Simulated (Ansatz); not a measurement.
# Hafnium, hcp under LDA: testing the cold (Marzari-Vanderbilt) smearing

How small must the cold (Marzari-Vanderbilt) smearing width be for energy and pressure to settle? The geometry was relaxed under LDA beforehand and stays fixed; 7 values are run, from 0.01 to 1.0 eV. Wanted are the values from which on the energy stays within 10 and 1 meV/atom, and the pressure within 0.5 GPa, of the narrowest run. Within the series other settings stay, but some runs also write fields, which adds to their time. Spin polarisation is left out.

Computed with Ansatz 0.2.0 (DFT LDA, plane waves with PAW, scalar-relativistic, unless a step says otherwise).

### Step 1. The starting structure

It takes space group P6_3/mmc (No. 194, hexagonal). Conventional cell: a = 3.118 Å, b = 3.118 Å, c = 4.948 Å, α = 90.00°, β = 90.00°, γ = 120.00°. Hf (site symmetry -6m2) is surrounded by 12 Hf at 3.06 to 3.12 Å.

Structure file:

```
CELL_PARAMETERS angstrom
3.11840 0.00000 0.00000
-1.55920 2.70061 0.00000
0.00000 0.00000 4.94755
ATOMIC_POSITIONS crystal
Hf 0.33333 0.66667 0.25000
Hf 0.66667 0.33333 0.75000
```

### Step 2. Width 0.01 eV

The run at 0.01 eV.

Contents of input.yaml:

```yaml
crystal:
  lattice:
    - [3.1183974891, 0.0, 0.0]
    - [-1.5591987445, 2.7006114446, 0.0]
    - [0.0, 0.0, 4.9475473504]
  atoms:
    - { symbol: Hf, position: [0.3333333333, 0.6666666667, 0.25] }
    - { symbol: Hf, position: [0.6666666667, 0.3333333333, 0.75] }
hamiltonian:
  xc: lda
  pseudopotentials:
    kind: paw
    azcp:
      Hf: "pseudopotentials/Hf.paw.azcp"
basis:
  ecutwfc: 420
  fft_grid_basis: typed
kpoints:
  mp_grid: { grid: [12, 12, 7], shift: [0, 0, 0] }
magnetization:
  spin_polarized: false
scf:
  occupations: { method: cold, width: 0.01 }
  lower_state_search: "off"
output:
  stress: true
  write_density: true
  write_potential: true
  elf: true
  volumetric_format: npy
```

Launch:

```sh
> ansatz run input.yaml --threads 2 --pin off --max-ram 5120MiB --backend cpu --events-out ev --progress --plain --runs-dir out
```

What it wrote (excerpt; [...] marks lines left out):

```text
Warning: <dir> the record states the generating functional pbe (its physics header spells it `PBE`), which answers neither for hamiltonian.xc's functional nor for the lda family's — results may be inconsistent (PPs are generated against a specific XC)
Warning: RAYON_NUM_THREADS=2 ignored (pool sized by the plan → 2); use --threads N
[...]
Pseudopotentials: kind: paw
Pseudopotential: Hf, paw, valence charge 26, recommended cutoff 420 eV (normal), <dir>
Functional definition: SPW92
[...]
Crystal: 2 atoms, lattice volume = 41.666 Å³
Basis set: ecut = 420 eV, 809 PW (Γ)
Bands: 32, of which v1, the nominal top of the filled ones, is band 26 counted from 1 (25 counted from 0)
Symmetry: 24 space group operations
Space group: P63/mmc (ITA 194), of the structure as read, at distance tolerance 3.5e-5 Å
k-points: 76 of 1008
[...]
SCF iter   1: F=—  HF=-30953.712416 eV  |F-HF|=—  |Δ(HF+E_count)|=         —  Δρ=4.28e-3  dr2=2.08e-3  ethr=1.77e-3  ⟨swp⟩=4.9  Hψ=8377  notcnv=0
[...]
SCF iter   6: F=-30953.712443 eV  HF=-30953.712443 eV  |F-HF|=3.25e-9  |Δ(HF+E_count)|=   4.84e-8  S|Δr|=    0.00e0  Δρ=4.75e-6  dr2=5.00e-9  ethr=1.92e-10  ⟨swp⟩=11.6  Hψ=17798  notcnv=0
[...]
SCF converged after 6 iterations
Stability not checked: this state was not tested for a lower state beside it, because cold or Methfessel-Paxton smearing, or corrected tetrahedra, fill the levels in a way that the test cannot read (fill_not_monotonic; see scf.lower_state_search)
Free energy (F): -30953.712443 eV
[...]
E sigma→0 (E₀):  -30953.712423 eV
Entropy (-TS):   -0.000060 eV (-0.030 meV/atom)
Fermi energy:    21.183047 eV
[...]
--- Stress (GPa, compression-positive) ---
        0.228109       0.000000       0.000000
        0.000000       0.228109      -0.000000
        0.000000      -0.000000       0.046876
  P = ⅓ Tr σ = 0.1677 GPa (1.677 kbar)
--- Band table (eV; the first three rows and the last of 76) ---
[...]
```

Wall time 2.5 s (2 threads of Arm Neoverse V2, shared host); peak memory 0.36 GiB.

### Step 3. Width 0.03 eV

The run at 0.03 eV.

Edit input.yaml of step 2 so:

```diff
@@ -22,3 +22,3 @@
 scf:
-  occupations: { method: cold, width: 0.01 }
+  occupations: { method: cold, width: 0.03 }
   lower_state_search: "off"
@@ -26,5 +26 @@
   stress: true
-  write_density: true
-  write_potential: true
-  elf: true
-  volumetric_format: npy
```

Launch:

```sh
> ansatz run input.yaml --threads 2 --pin off --max-ram 5120MiB --backend cpu --events-out ev --progress --plain --runs-dir out
```

What it wrote (excerpt; [...] marks lines left out):

```text
Warning: <dir> the record states the generating functional pbe (its physics header spells it `PBE`), which answers neither for hamiltonian.xc's functional nor for the lda family's — results may be inconsistent (PPs are generated against a specific XC)
Warning: RAYON_NUM_THREADS=2 ignored (pool sized by the plan → 2); use --threads N
[...]
[... 3 set-up lines as earlier in the session ...]
[...]
Crystal: 2 atoms, lattice volume = 41.666 Å³
Basis set: ecut = 420 eV, 809 PW (Γ)
Bands: 32, of which v1, the nominal top of the filled ones, is band 26 counted from 1 (25 counted from 0)
[... 2 set-up lines as earlier in the session ...]
k-points: 76 of 1008
[...]
SCF iter   1: F=—  HF=-30953.712471 eV  |F-HF|=—  |Δ(HF+E_count)|=         —  Δρ=4.28e-3  dr2=2.09e-3  ethr=1.77e-3  ⟨swp⟩=5.2  Hψ=8223  notcnv=0
[...]
SCF iter   6: F=-30953.712506 eV  HF=-30953.712506 eV  |F-HF|=1.36e-8  |Δ(HF+E_count)|=   8.14e-8  S|Δr|=    0.00e0  Δρ=9.15e-6  dr2=2.49e-8  ethr=1.92e-10  ⟨swp⟩=5.3  Hψ=10034  notcnv=0
[...]
SCF converged after 6 iterations
Stability not checked: this state was not tested for a lower state beside it, because cold or Methfessel-Paxton smearing, or corrected tetrahedra, fill the levels in a way that the test cannot read (fill_not_monotonic; see scf.lower_state_search)
Free energy (F): -30953.712506 eV
[...]
E sigma→0 (E₀):  -30953.712524 eV
Entropy (-TS):   0.000052 eV (0.026 meV/atom)
Fermi energy:    21.180196 eV
[...]
--- Stress (GPa, compression-positive) ---
        0.184370       0.000000       0.000000
       -0.000000       0.184370      -0.000000
        0.000000      -0.000000      -0.033144
  P = ⅓ Tr σ = 0.1119 GPa (1.119 kbar)
```

Run time: 1.8 s. Hardware: 2 threads of Arm Neoverse V2, shared host; peak memory 0.35 GiB.

### Step 4. Width 0.1 eV

The run at 0.1 eV.

Edit input.yaml of step 3 so:

```diff
@@ -22,3 +22,3 @@
 scf:
-  occupations: { method: cold, width: 0.03 }
+  occupations: { method: cold, width: 0.1 }
   lower_state_search: "off"
@@ -26 +26,5 @@
   stress: true
+  write_density: true
+  write_potential: true
+  elf: true
+  volumetric_format: npy
```

Launch:

```sh
> ansatz run input.yaml --threads 2 --pin off --max-ram 5120MiB --backend cpu --events-out ev --progress --plain --runs-dir out
```

What it wrote (excerpt; [...] marks lines left out):

```text
Warning: <dir> the record states the generating functional pbe (its physics header spells it `PBE`), which answers neither for hamiltonian.xc's functional nor for the lda family's — results may be inconsistent (PPs are generated against a specific XC)
Warning: RAYON_NUM_THREADS=2 ignored (pool sized by the plan → 2); use --threads N
[...]
[... 3 set-up lines as earlier in the session ...]
[...]
Crystal: 2 atoms, lattice volume = 41.666 Å³
Basis set: ecut = 420 eV, 809 PW (Γ)
Bands: 32, of which v1, the nominal top of the filled ones, is band 26 counted from 1 (25 counted from 0)
[... 2 set-up lines as earlier in the session ...]
k-points: 76 of 1008
[...]
SCF iter   1: F=—  HF=-30953.713639 eV  |F-HF|=—  |Δ(HF+E_count)|=         —  Δρ=4.33e-3  dr2=2.17e-3  ethr=1.77e-3  ⟨swp⟩=4.5  Hψ=8026  notcnv=0
[...]
SCF iter   6: F=-30953.713662 eV  HF=-30953.713662 eV  |F-HF|=1.15e-8  |Δ(HF+E_count)|=   6.69e-8  S|Δr|=    0.00e0  Δρ=8.56e-6  dr2=2.00e-8  ethr=1.92e-10  ⟨swp⟩=11.8  Hψ=20277  notcnv=0
[...]
SCF converged after 6 iterations
Stability not checked: this state was not tested for a lower state beside it, because cold or Methfessel-Paxton smearing, or corrected tetrahedra, fill the levels in a way that the test cannot read (fill_not_monotonic; see scf.lower_state_search)
Free energy (F): -30953.713662 eV
[...]
E sigma→0 (E₀):  -30953.712749 eV
Entropy (-TS):   -0.002739 eV (-1.369 meV/atom)
Fermi energy:    21.179698 eV
[...]
--- Stress (GPa, compression-positive) ---
        0.091081       0.000000       0.000000
        0.000000       0.091081       0.000000
        0.000000       0.000000      -0.136366
  P = ⅓ Tr σ = 0.0153 GPa (0.153 kbar)
--- Band table (eV; the first three rows and the last of 76) ---
[...]
```

It took 2.6 s on 2 threads of Arm Neoverse V2, shared host; peak memory 0.36 GiB.

### Step 5. Width 0.2 eV

The run at 0.2 eV.

Edit input.yaml of step 4 so:

```diff
@@ -22,3 +22,3 @@
 scf:
-  occupations: { method: cold, width: 0.1 }
+  occupations: { method: cold, width: 0.2 }
   lower_state_search: "off"
```

Launch:

```sh
> ansatz run input.yaml --threads 2 --pin off --max-ram 5120MiB --backend cpu --events-out ev --progress --plain --runs-dir out
```

What it wrote (excerpt; [...] marks lines left out):

```text
Warning: <dir> the record states the generating functional pbe (its physics header spells it `PBE`), which answers neither for hamiltonian.xc's functional nor for the lda family's — results may be inconsistent (PPs are generated against a specific XC)
Warning: RAYON_NUM_THREADS=2 ignored (pool sized by the plan → 2); use --threads N
[...]
[... 3 set-up lines as earlier in the session ...]
[...]
Crystal: 2 atoms, lattice volume = 41.666 Å³
Basis set: ecut = 420 eV, 809 PW (Γ)
Bands: 32, of which v1, the nominal top of the filled ones, is band 26 counted from 1 (25 counted from 0)
[... 2 set-up lines as earlier in the session ...]
k-points: 76 of 1008
[...]
SCF iter   1: F=—  HF=-30953.716637 eV  |F-HF|=—  |Δ(HF+E_count)|=         —  Δρ=4.32e-3  dr2=2.19e-3  ethr=1.77e-3  ⟨swp⟩=4.1  Hψ=7928  notcnv=0
[...]
SCF iter   6: F=-30953.716666 eV  HF=-30953.716666 eV  |F-HF|=1.10e-8  |Δ(HF+E_count)|=   6.08e-8  S|Δr|=    0.00e0  Δρ=8.36e-6  dr2=1.88e-8  ethr=1.92e-10  ⟨swp⟩=11.2  Hψ=20158  notcnv=0
[...]
SCF converged after 6 iterations
Stability not checked: this state was not tested for a lower state beside it, because cold or Methfessel-Paxton smearing, or corrected tetrahedra, fill the levels in a way that the test cannot read (fill_not_monotonic; see scf.lower_state_search)
Free energy (F): -30953.716666 eV
[...]
E sigma→0 (E₀):  -30953.714118 eV
Entropy (-TS):   -0.007644 eV (-3.822 meV/atom)
Fermi energy:    21.170259 eV
[...]
--- Stress (GPa, compression-positive) ---
       -0.002147      -0.000000       0.000000
        0.000000      -0.002147      -0.000000
        0.000000      -0.000000      -0.012462
  P = ⅓ Tr σ = -0.0056 GPa (-0.056 kbar)
--- Band table (eV; the first three rows and the last of 76) ---
[...]
```

Run time: 2.6 s. Hardware: 2 threads of Arm Neoverse V2, shared host; peak memory 0.36 GiB.

### Step 6. Width 0.3 eV

The run at 0.3 eV.

Edit input.yaml of step 5 so:

```diff
@@ -22,3 +22,3 @@
 scf:
-  occupations: { method: cold, width: 0.2 }
+  occupations: { method: cold, width: 0.3 }
   lower_state_search: "off"
@@ -26,5 +26 @@
   stress: true
-  write_density: true
-  write_potential: true
-  elf: true
-  volumetric_format: npy
```

Launch:

```sh
> ansatz run input.yaml --threads 2 --pin off --max-ram 5120MiB --backend cpu --events-out ev --progress --plain --runs-dir out
```

What it wrote (excerpt; [...] marks lines left out):

```text
Warning: <dir> the record states the generating functional pbe (its physics header spells it `PBE`), which answers neither for hamiltonian.xc's functional nor for the lda family's — results may be inconsistent (PPs are generated against a specific XC)
Warning: RAYON_NUM_THREADS=2 ignored (pool sized by the plan → 2); use --threads N
[...]
[... 3 set-up lines as earlier in the session ...]
[...]
Crystal: 2 atoms, lattice volume = 41.666 Å³
Basis set: ecut = 420 eV, 809 PW (Γ)
Bands: 32, of which v1, the nominal top of the filled ones, is band 26 counted from 1 (25 counted from 0)
[... 2 set-up lines as earlier in the session ...]
k-points: 76 of 1008
[...]
SCF iter   1: F=—  HF=-30953.720459 eV  |F-HF|=—  |Δ(HF+E_count)|=         —  Δρ=4.35e-3  dr2=2.28e-3  ethr=1.77e-3  ⟨swp⟩=4.1  Hψ=7827  notcnv=0
[...]
SCF iter   6: F=-30953.720457 eV  HF=-30953.720457 eV  |F-HF|=1.14e-8  |Δ(HF+E_count)|=   5.95e-8  S|Δr|=    0.00e0  Δρ=8.42e-6  dr2=1.90e-8  ethr=1.92e-10  ⟨swp⟩=5.2  Hψ=10066  notcnv=0
[...]
SCF converged after 6 iterations
Stability not checked: this state was not tested for a lower state beside it, because cold or Methfessel-Paxton smearing, or corrected tetrahedra, fill the levels in a way that the test cannot read (fill_not_monotonic; see scf.lower_state_search)
Free energy (F): -30953.720457 eV
[...]
E sigma→0 (E₀):  -30953.718023 eV
Entropy (-TS):   -0.007302 eV (-3.651 meV/atom)
Fermi energy:    21.149616 eV
[...]
--- Stress (GPa, compression-positive) ---
       -0.081777       0.000000       0.000000
       -0.000000      -0.081777       0.000000
        0.000000      -0.000000      -0.179199
  P = ⅓ Tr σ = -0.1143 GPa (-1.143 kbar)
```

Run time: 1.7 s. Hardware: 2 threads of Arm Neoverse V2, shared host; peak memory 0.35 GiB.

### Step 7. Width 0.6 eV

The run at 0.6 eV.

Edit input.yaml of step 6 so:

```diff
@@ -22,3 +22,3 @@
 scf:
-  occupations: { method: cold, width: 0.3 }
+  occupations: { method: cold, width: 0.6 }
   lower_state_search: "off"
@@ -26 +26,5 @@
   stress: true
+  write_density: true
+  write_potential: true
+  elf: true
+  volumetric_format: npy
```

Launch:

```sh
> ansatz run input.yaml --threads 2 --pin off --max-ram 5120MiB --backend cpu --events-out ev --progress --plain --runs-dir out
```

What it wrote (excerpt; [...] marks lines left out):

```text
Warning: <dir> the record states the generating functional pbe (its physics header spells it `PBE`), which answers neither for hamiltonian.xc's functional nor for the lda family's — results may be inconsistent (PPs are generated against a specific XC)
Warning: RAYON_NUM_THREADS=2 ignored (pool sized by the plan → 2); use --threads N
band count auto-derived: 33 (N_el = 52.0; filled up to band 26; 32 by the electrons, moments and atoms)
[...]
[... 3 set-up lines as earlier in the session ...]
[...]
Crystal: 2 atoms, lattice volume = 41.666 Å³
Basis set: ecut = 420 eV, 809 PW (Γ)
Bands: 33, of which v1, the nominal top of the filled ones, is band 26 counted from 1 (25 counted from 0)
[... 2 set-up lines as earlier in the session ...]
k-points: 76 of 1008
[...]
SCF iter   1: F=—  HF=-30953.701883 eV  |F-HF|=—  |Δ(HF+E_count)|=         —  Δρ=4.34e-3  dr2=2.34e-3  ethr=1.77e-3  ⟨swp⟩=4.0  Hψ=7799  notcnv=0
[...]
SCF iter   6: F=-30953.701860 eV  HF=-30953.701860 eV  |F-HF|=1.20e-8  |Δ(HF+E_count)|=   4.87e-8  S|Δr|=    0.00e0  Δρ=8.55e-6  dr2=1.99e-8  ethr=1.92e-10  ⟨swp⟩=10.2  Hψ=20158  notcnv=0
[...]
SCF converged after 6 iterations
Stability not checked: this state was not tested for a lower state beside it, because cold or Methfessel-Paxton smearing, or corrected tetrahedra, fill the levels in a way that the test cannot read (fill_not_monotonic; see scf.lower_state_search)
Free energy (F): -30953.701860 eV
[...]
E sigma→0 (E₀):  -30953.722703 eV
Entropy (-TS):   0.062529 eV (31.264 meV/atom)
Fermi energy:    21.050767 eV
[...]
--- Stress (GPa, compression-positive) ---
       -0.310994      -0.000000       0.000000
        0.000000      -0.310994       0.000000
        0.000000       0.000000      -0.335275
  P = ⅓ Tr σ = -0.3191 GPa (-3.191 kbar)
--- Band table (eV; the first three rows and the last of 76) ---
[...]
```

Wall time 2.6 s (2 threads of Arm Neoverse V2, shared host); peak memory 0.36 GiB.

### Step 8. Width 1.0 eV

The run at 1.0 eV.

Edit input.yaml of step 7 so:

```diff
@@ -22,3 +22,3 @@
 scf:
-  occupations: { method: cold, width: 0.6 }
+  occupations: { method: cold, width: 1.0 }
   lower_state_search: "off"
@@ -26,5 +26 @@
   stress: true
-  write_density: true
-  write_potential: true
-  elf: true
-  volumetric_format: npy
```

Launch:

```sh
> ansatz run input.yaml --threads 2 --pin off --max-ram 5120MiB --backend cpu --events-out ev --progress --plain --runs-dir out
```

What it wrote (excerpt; [...] marks lines left out):

```text
Warning: <dir> the record states the generating functional pbe (its physics header spells it `PBE`), which answers neither for hamiltonian.xc's functional nor for the lda family's — results may be inconsistent (PPs are generated against a specific XC)
Warning: RAYON_NUM_THREADS=2 ignored (pool sized by the plan → 2); use --threads N
band count auto-derived: 34 (N_el = 52.0; filled up to band 26; 32 by the electrons, moments and atoms)
[...]
[... 3 set-up lines as earlier in the session ...]
[...]
Crystal: 2 atoms, lattice volume = 41.666 Å³
Basis set: ecut = 420 eV, 809 PW (Γ)
Bands: 34, of which v1, the nominal top of the filled ones, is band 26 counted from 1 (25 counted from 0)
[... 2 set-up lines as earlier in the session ...]
k-points: 76 of 1008
[...]
SCF iter   1: F=—  HF=-30953.684128 eV  |F-HF|=—  |Δ(HF+E_count)|=         —  Δρ=4.88e-3  dr2=4.87e-3  ethr=1.77e-3  ⟨swp⟩=4.2  Hψ=7808  notcnv=0
[...]
SCF iter   6: F=-30953.683243 eV  HF=-30953.683243 eV  |F-HF|=1.63e-8  |Δ(HF+E_count)|=   1.83e-7  S|Δr|=    0.00e0  Δρ=8.73e-6  dr2=2.56e-8  ethr=1.92e-10  ⟨swp⟩=5.2  Hψ=10566  notcnv=0
[...]
SCF converged after 6 iterations
Stability not checked: this state was not tested for a lower state beside it, because cold or Methfessel-Paxton smearing, or corrected tetrahedra, fill the levels in a way that the test cannot read (fill_not_monotonic; see scf.lower_state_search)
Free energy (F): -30953.683243 eV
[...]
E sigma→0 (E₀):  -30953.673982 eV
Entropy (-TS):   -0.027784 eV (-13.892 meV/atom)
Fermi energy:    21.044318 eV
[...]
--- Stress (GPa, compression-positive) ---
       -0.374976      -0.000000       0.000000
        0.000000      -0.374976      -0.000000
        0.000000      -0.000000       0.677288
  P = ⅓ Tr σ = -0.0242 GPa (-0.242 kbar)
```

It took 1.8 s on 2 threads of Arm Neoverse V2, shared host; peak memory 0.36 GiB.

### Step 9. Convergence table

Differences are taken from the run at 0.01 eV.

| smearing (eV) | F (meV/atom) | E(σ → 0) (meV/atom) | P (GPa) | SCF cycles | CPU time |
| --- | --- | --- | --- | --- | --- |
| 0.01 | 0.00 | 0.00 | 0.17 | 6 | 4.8 s |
| 0.03 | -0.03 | -0.05 | 0.11 | 6 | 3.3 s |
| 0.1 | -0.61 | -0.16 | 0.02 | 6 | 5 s |
| 0.2 | -2.11 | -0.85 | -0.01 | 6 | 4.9 s |
| 0.3 | -4.01 | -2.80 | -0.11 | 6 | 3.3 s |
| 0.6 | 5.29 | -5.14 | -0.32 | 6 | 5 s |
| 1.0 | 14.60 | 19.22 | -0.02 | 6 | 3.4 s |

### Step 10. What came out

```
                                           quantity                       value
       E(σ → 0) stays within 10 meV/atom of 0.01 eV                up to 0.6 eV
                   E(σ → 0) stays within 1 meV/atom                up to 0.2 eV
                      pressure stays within 0.5 GPa                up to 1.0 eV
                                pressure at 0.01 eV                    0.17 GPa
energy of a separate run on a finer mesh (19×19×11)  -1.3 meV/atom from 0.01 eV
```

**Reading.** The far end, 1.0 eV, lies +19.2 meV/atom and -0.2 GPa from the yardstick. The free energy F moves by +14.6 meV/atom over the range, and the estimate for σ → 0 by +19.2. This scheme cancels the term in the square of the width, so F moves little up to 0.2 eV. The mesh (12×12×7) is fixed, so the narrowest widths carry a k-point error of their own. The yardstick itself is unsettled by 1.3 meV/atom against the finer mesh, so the thresholds above hold only within this series, and wider smearing, which averages over more states, can land nearer the fine-mesh value than the narrowest does. The cell taken over is 7 % smaller than the measured one (22.38 Å³/atom, COD).
